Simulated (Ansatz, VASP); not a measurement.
# SnSe2 in two plane-wave programs, part 2 of 2

Aim: how closely do two programs agree when they are given the same cell, functional and k mesh? The structure shown is the start of the Ansatz relaxation below; VASP solves that cell, so the two are compared at the walk's first step.

VASP 6.6.1 and Ansatz 0.2.0.

So far. Step 4 (Comparison): The forces differ by 8.5 meV/Å r.m.s., which is 2.3 % of the r.m.s. force of 0.375 eV/Å (both taken over all components). With vacuum in the cell, a pressure given here is an average over mostly empty space and none of the material.

### Step 6. VASP: single point, PBE with D3(BJ), start cell, pair 2

Level of this step: PBE with D3(BJ); plane waves and PAW (Se, Sn_d) (VASP).

The same cell, functional, mesh and smearing now go to VASP, with its own data sets.

The input, INCAR:

```
SYSTEM = SnSe2
PREC = Accurate
ENCUT = 400
EDIFF = 1E-06
NELM = 120
ISMEAR = -1
SIGMA = 0.02
LREAL = .FALSE.
ALGO = Normal
GGA = PE
IVDW = 12
NBANDS = 32
LORBIT = 11
LWAVE = .FALSE.
LCHARG = .FALSE.
ISIF = 2
LDIPOL = .TRUE.
IDIPOL = 3
DIPOL = 0.5 0.5 0.5
LVHAR = .TRUE.
LASPH = .TRUE.
GGA_COMPAT = .FALSE.
EFERMI = MIDGAP
NELMDL = -8
KPAR = 2
```

The input, POSCAR:

```
SnSe2
1.0
    3.8110000000      0.0000000000      0.0000000000
   -1.9055000000      3.3004230000      0.0000000000
    0.0000000000      0.0000000000     45.6000000000
Se Sn
4 2
Direct
    0.3333333333      0.6666666667      0.3992135088
    0.6666666667      0.3333333333      0.4662250877
    0.3333333333      0.6666666667      0.5337749123
    0.6666666667      0.3333333333      0.6007864912
    0.0000000000      0.0000000000      0.4327192982
    0.0000000000      0.0000000000      0.5672807018
```

The input, KPOINTS:

```
Automatic mesh
0
Gamma
6 6 1
0 0 0
```

PAW data sets: Se and Sn_d (PBE family, release 64).

Run with:

```console
mpirun -np 2 vasp_std
```

Numbers of over 12 decimals in the logs are rounded to 6 here.

Log:

```text
[banner, memory and clock lines left out]
running    2 mpi-ranks, on    1 nodes
[...]
LDA part: xc-table for (Slater+PW92), standard interpolation
 POSCAR, INCAR and KPOINTS ok, starting setup
[...]
entering main loop
       N       E                     dE             d eps       ncg     rms          rms(c)
DAV:   1     0.373370667792E+03    0.37337E+03   -0.19462E+04   584   0.107E+03
DAV:   2     0.217140342123E+02   -0.35166E+03   -0.34627E+03   592   0.258E+02
DAV:   3    -0.223457692682E+02   -0.44060E+02   -0.43743E+02   520   0.113E+02
DAV:   4    -0.240247490019E+02   -0.16790E+01   -0.16727E+01   584   0.254E+01
[...]
DAV:  23    -0.235040577110E+02   -0.24947E-05   -0.38697E-08   360   0.754E-04    0.298E-04
DAV:  24    -0.235040588512E+02   -0.11402E-05   -0.12730E-08   368   0.530E-04    0.156E-04
DAV:  25    -0.235040594546E+02   -0.60338E-06   -0.10207E-08   368   0.381E-04
   1 F= -.25349207E+02 E0= -.25349207E+02  d E =-.506290E-10
```

From OUTCAR (step 6):

```text
 Edisp (eV)   -1.84515

  Total       2.76032     2.76032     4.42629     0.00000     0.00000    -0.00000
  in kB       7.71075     7.71075    12.36453     0.00000     0.00000    -0.00000
  external pressure =        9.26 kB  Pullay stress =        0.00 kB

 POSITION                                       TOTAL-FORCE (eV/Angst)
 -----------------------------------------------------------------------------------
     -0.00000      2.20028     18.20414         0.000000     -0.000000     -0.782440
      1.90550      1.10014     21.25986         0.000000      0.000000      0.826013
     -0.00000      2.20028     24.34014        -0.000000     -0.000000     -0.826013
      1.90550      1.10014     27.39586         0.000000      0.000000      0.782440
      0.00000      0.00000     19.73200         0.000000     -0.000000      0.027893
      0.00000      0.00000     25.86800        -0.000000     -0.000000     -0.027893
 -----------------------------------------------------------------------------------
    total drift:                               -0.000000      0.000000     -0.000000

  FREE ENERGIE OF THE ION-ELECTRON SYSTEM (eV)
  ---------------------------------------------------
  free  energy   TOTEN  =       -25.3492070055 eV

  energy  without entropy=      -25.3492070054  energy(sigma->0) =      -25.34920701

[... 3 further parts left out ...]
[key lines of the parts left out:]
E-fermi :  -2.8875
```

### Step 7. Side by side

What differs besides the data sets and the points named for the pairs above, as far as they apply: the data sets hold 92 valence electrons in Ansatz (on its PAW soft_1 files) and 52 in VASP. Total energies have different zeros and are not compared.

Forces (eV/Å; atoms numbered as in POSCAR):

```csv
atom,"Ansatz x, y, z","VASP x, y, z"
Se1,"0.000, 0.000, -0.764","0.000, 0.000, -0.782"
Se2,"0.000, 0.000, 0.808","0.000, 0.000, 0.826"
Se3,"0.000, 0.000, -0.808","0.000, 0.000, -0.826"
Se4,"0.000, 0.000, 0.764","0.000, 0.000, 0.782"
Sn5,"0.000, 0.000, 0.027","0.000, 0.000, 0.028"
Sn6,"0.000, 0.000, -0.027","0.000, 0.000, -0.028"
```

The forces differ by 8.5 meV/Å r.m.s., which is 2.2 % of the r.m.s. force of 0.379 eV/Å (both taken over all components). With vacuum in the cell, a pressure given here is an average over mostly empty space and none of the material.

### Step 8. Ansatz: relaxation, PBE with D3(BJ)

The two programs are compared at the cell with which this relaxation starts, whose forces are those of its first step. This pair takes another cell of the material, with 9 atoms against 6 for the pair before.

The structure compared here is the start of the Ansatz relaxation; VASP solves that cell, so the two are compared at the walk's first step.

The input, input.yaml:

```yaml
crystal:
  lattice:
    - [3.811, 0.0, 0.0]
    - [-1.9055, 3.3004228138, 0.0]
    - [0.0, 0.0, 57.9]
  atoms:
    - { symbol: Se, position: [0.33333333, 0.66666667, 0.3676361999] }
    - { symbol: Sn, position: [0.0, 0.0, 0.394024179] }
    - { symbol: Se, position: [0.66666667, 0.33333333, 0.4204121582] }
    - { symbol: Se, position: [0.33333333, 0.66666667, 0.4736120208] }
    - { symbol: Sn, position: [0.0, 0.0, 0.5] }
    - { symbol: Se, position: [0.66666667, 0.33333333, 0.5263879792] }
    - { symbol: Se, position: [0.33333333, 0.66666667, 0.5795878418] }
    - { symbol: Sn, position: [0.0, 0.0, 0.605975821] }
    - { symbol: Se, position: [0.66666667, 0.33333333, 0.6323638001] }
  periodic: [true, true, false]
kpoints:
  mp_grid: { grid: [6, 6, 1] }
hamiltonian:
  xc: pbe
  dispersion: d3bj
  pseudopotentials: { kind: paw, azcp: { folder: soft_1 } }
scf:
  occupations: { method: fermi_dirac, width: 0.02 }
relax:
  f_tol: 0.01
  max_steps: 100
  cell: {}
```

Run with:

```console
ansatz run input.yaml --threads 2 --pin off --max-ram 92160MiB --backend cuda --events-out ev --progress --plain --runs-dir out --devices 1 --max-vram 13GiB
```

Log:

```text
GPUs: using 1 of 1 available (devices: 1).
[...]
GPU FFT provider: cuFFT
GPU libraries: cuBLAS 13.8.2, cuFFT 12.4.0, cuSOLVER 12.3.4
Crystal: 9 atoms, lattice volume = 728.261 Å³
Basis set: ecut = 420 eV, 14245 PW (Γ), exchange–correlation on 54×54×800 points (8 copies of the dense FFT grid, shifted against one another)
[...]
- { symbol: Sn, position: [4.819077553757736e-18, 0, 0.396498] }
    - { symbol: Se, position: [0.666667, 0.333333, 0.424020] }
    - { symbol: Se, position: [0.333333, 0.666667, 0.472510] }
    - { symbol: Sn, position: [0, 0, 0.500000] }
    - { symbol: Se, position: [0.666667, 0.333333, 0.527490] }
    - { symbol: Se, position: [0.333333, 0.666667, 0.575980] }
    - { symbol: Sn, position: [-4.819077553757736e-18, 0, 0.603502] }
    - { symbol: Se, position: [0.666667, 0.333333, 0.631020] }
[key lines of the parts left out:]
SCF converged after 9 iterations
Free energy (F): -50893.227598 eV
Fermi energy:    -5.579633 eV
P = ½ c Tr σ = 0.0105 N/m
```

### Step 9. VASP: single point, PBE with D3(BJ), start cell, pair 3

The same cell, functional, mesh and smearing now go to VASP, with its own data sets.

INCAR, as its differences from that of step 6:

```diff
@@ -11,3 +11,3 @@
 IVDW = 12
-NBANDS = 32
+NBANDS = 48
 LORBIT = 11
```

The input, POSCAR:

```
SnSe2
1.0
    3.8110000000      0.0000000000      0.0000000000
   -1.9055000000      3.3004230000      0.0000000000
    0.0000000000      0.0000000000     57.9000000000
Se Sn
6 3
Direct
    0.3333333333      0.6666666667      0.3676362003
    0.6666666667      0.3333333333      0.4204121589
    0.3333333333      0.6666666667      0.4736120207
    0.6666666667      0.3333333333      0.5263879793
    0.3333333333      0.6666666667      0.5795878411
    0.6666666667      0.3333333333      0.6323637997
    0.0000000000      0.0000000000      0.3940241796
    0.0000000000      0.0000000000      0.5000000000
    0.0000000000      0.0000000000      0.6059758204
```

KPOINTS is that of step 6.

Run with:

```console
mpirun -np 2 vasp_std
```

Log:

```text
[banner, memory and clock lines left out]
running    2 mpi-ranks, on    1 nodes
[...]
LDA part: xc-table for (Slater+PW92), standard interpolation
|                                                                             |
|           W    W    AA    RRRRR   N    N  II  N    N   GGGG   !!!           |
|           W    W   A  A   R    R  NN   N  II  NN   N  G    G  !!!           |
|           W    W  A    A  R    R  N N  N  II  N N  N  G       !!!           |
|           W WW W  AAAAAA  RRRRR   N  N N  II  N  N N  G  GGG   !            |
|           WW  WW  A    A  R   R   N   NN  II  N   NN  G    G                |
|           W    W  A    A  R    R  N    N  II  N    N   GGGG   !!!           |
|                                                                             |
|     One of the lattice vectors is very long (>50 A), but AMIN is rather     |
|     large. This can spoil convergence since charge sloshing might occur     |
|     along the long lattice vector. If problems with convergence are         |
|     observed, try to decrease AMIN to a smaller value (e.g. 0.01).          |
|     Note: This warning only applies if the self-consistency cycle is        |
|     used.                                                                   |
|                                                                             |

 POSCAR, INCAR and KPOINTS ok, starting setup
[...]
entering main loop
       N       E                     dE             d eps       ncg     rms          rms(c)
DAV:   1     0.623865302741E+03    0.62387E+03   -0.29028E+04   800   0.112E+03
DAV:   2     0.465836525105E+02   -0.57728E+03   -0.56327E+03   856   0.275E+02
DAV:   3    -0.326971391040E+02   -0.79281E+02   -0.78619E+02   824   0.126E+02
DAV:   4    -0.359675193304E+02   -0.32704E+01   -0.32553E+01   816   0.298E+01
[...]
DAV:  23    -0.352422487932E+02   -0.44499E-05   -0.48770E-08   504   0.829E-04    0.222E-04
DAV:  24    -0.352422514466E+02   -0.26534E-05   -0.37001E-08   504   0.684E-04    0.312E-04
DAV:  25    -0.352422518283E+02   -0.38176E-06   -0.38114E-09   496   0.414E-04
   1 F= -.38167816E+02 E0= -.38167816E+02  d E =-.513227E-10
```

From OUTCAR (step 9):

```text
 Edisp (eV)   -2.92556

  Total       4.14142     4.14142     6.45785     0.00000     0.00000     0.00000
  in kB       9.11114     9.11114    14.20730     0.00000     0.00000     0.00000
  external pressure =       10.81 kB  Pullay stress =        0.00 kB

 POSITION                                       TOTAL-FORCE (eV/Angst)
 -----------------------------------------------------------------------------------
     -0.00000      2.20028     21.28614         0.000000     -0.000000     -0.782883
      1.90550      1.10014     24.34186         0.000000     -0.000000      0.824817
     -0.00000      2.20028     27.42214        -0.000000      0.000000     -0.809124
      1.90550      1.10014     30.47786        -0.000000     -0.000000      0.809124
     -0.00000      2.20028     33.55814         0.000000      0.000000     -0.824817
      1.90550      1.10014     36.61386         0.000000      0.000000      0.782883
      0.00000      0.00000     22.81400         0.000000      0.000000      0.027696
      0.00000      0.00000     28.95000        -0.000000      0.000000      0.000000
      0.00000      0.00000     35.08600         0.000000     -0.000000     -0.027696
 -----------------------------------------------------------------------------------
    total drift:                               -0.000000     -0.000000      0.000000

  FREE ENERGIE OF THE ION-ELECTRON SYSTEM (eV)
  ---------------------------------------------------
  free  energy   TOTEN  =       -38.1678156449 eV

  energy  without entropy=      -38.1678156448  energy(sigma->0) =      -38.16781564

[... 3 further parts left out ...]
[key lines of the parts left out:]
E-fermi :  -2.3765
```

### Step 10. Differences

What differs besides the data sets and the points named for the pairs above, as far as they apply: the data sets hold 138 valence electrons in Ansatz (on its PAW soft_1 files) and 78 in VASP. Total energies have different zeros and are not compared.

Forces (eV/Å; atoms numbered as in POSCAR):

```csv
atom,"Ansatz x, y, z","VASP x, y, z"
Se1,"0.000, 0.000, -0.765","0.000, 0.000, -0.783"
Se2,"0.000, 0.000, 0.807","0.000, 0.000, 0.825"
Se3,"0.000, 0.000, -0.791","0.000, 0.000, -0.809"
Se4,"0.000, 0.000, 0.791","0.000, 0.000, 0.809"
Se5,"0.000, 0.000, -0.807","0.000, 0.000, -0.825"
Se6,"0.000, 0.000, 0.765","0.000, 0.000, 0.783"
Sn7,"0.000, 0.000, 0.027","0.000, 0.000, 0.028"
Sn8,"0.000, 0.000, 0.000","0.000, 0.000, 0.000"
Sn9,"0.000, 0.000, -0.027","0.000, 0.000, -0.028"
```

The forces differ by 8.5 meV/Å r.m.s., which is 2.2 % of the r.m.s. force of 0.380 eV/Å (both taken over all components). With vacuum in the cell, a pressure given here is an average over mostly empty space and none of the material.

### Step 11. Results

```
r.m.s. force difference (single point, PBE with D3(BJ), start cell, pair 1) : 2.3 % of the r.m.s. force
r.m.s. force difference (single point, PBE with D3(BJ), start cell, pair 2) : 2.2 % of the r.m.s. force
r.m.s. force difference (single point, PBE with D3(BJ), start cell, pair 3) : 2.2 % of the r.m.s. force
```

What this shows: The r.m.s. force difference is 2.3 % of the r.m.s. force (single point, PBE with D3(BJ), start cell, pair 1), within the 3 % picked in this series as the mark of a large difference. The data sets hold unlike numbers of valence electrons (46 in Ansatz and 26 in VASP, 92 in Ansatz and 52 in VASP and 138 in Ansatz and 78 in VASP), so part of the differences comes from the potentials. 3 further runs of this series are not shown here. How closely two codes agree says nothing of how well the functional describes the real material.

[Lines on the potential files, build, host, timing and source positions are cut from VASP's logs without a mark.]

[Logs are printed without paths, hosts, clocks, repeated set-up lines and the standing remarks that a program may print on its own settings, such as how far it seeks lower states.]

[Hosts, paths, dates, database ids (printed as entryN), source tags and the programs' standing remarks are cut or masked in the printed files.]
